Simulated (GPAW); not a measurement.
Crystal: NiO.

```xyz
2
Lattice="0.0000 2.0859 2.0859 2.0859 0.0000 2.0859 2.0859 2.0859 0.0000" Properties=species:S:1:pos:R:3 pbc="T T T"
Ni    0.0000    0.0000    0.0000
O     2.0859    2.0859    2.0859
```

* Program: GPAW 26.7.0
* Task: relaxation of cell and atoms
* Functional: PBE
* Dispersion: D3(BJ)
* Potentials or basis: GPAW PAW data sets (gpaw-data 1.2.1)
* Cutoff: 800 eV
* Basis: pw
* k mesh: 11 × 11 × 11
* Occupations: fermi-dirac, width 0.05 eV
* Spin: collinear spin, ferromagnetic start
* Starting moments: [1.0, 0.0] μB

At the start: pressure 6.2 GPa; volume 9.08 Å³/atom.

Question: Where does the relaxation end?

Answer: Over 3 steps the energy falls by 5.9 meV/atom and the volume is 9.34 Å³/atom (+2.9 %); space group Fm-3m (No. 225, to 0.05 Å); moment 1.79 μB per cell.

The path:
```
step  energy change (eV)  largest force (eV/Å)  pressure (GPa)  volume (Å³)
   1              0.0000                0.0000            6.19        18.15
   2             -0.0050                0.0000            4.55        18.29
   3             -0.0117                0.0000            0.06        18.68
```

Final structure:
```cif
data_structure
_symmetry_space_group_name_H-M 'P 1'
_symmetry_Int_Tables_number 1
_cell_length_a 2.9785
_cell_length_b 2.9785
_cell_length_c 2.9785
_cell_angle_alpha 60.000
_cell_angle_beta 60.000
_cell_angle_gamma 60.000
_cell_volume 18.68
loop_
_atom_site_label
_atom_site_type_symbol
_atom_site_fract_x
_atom_site_fract_y
_atom_site_fract_z
_atom_site_occupancy
Ni1 Ni 0.00000 0.00000 0.00000 1
O1 O 0.50000 0.50000 0.50000 1
```

Caveat: each step starts from the last one's moments, so a moment once lost doesn't come back; the stock nickel data set gives pressures a few GPa off other programs; later steps reuse the first step's grids; a cell with one magnetic atom can't hold antiferromagnetic order, which such compounds often take; pairwise dispersion overbinds metals, which lowers pressure and volume.
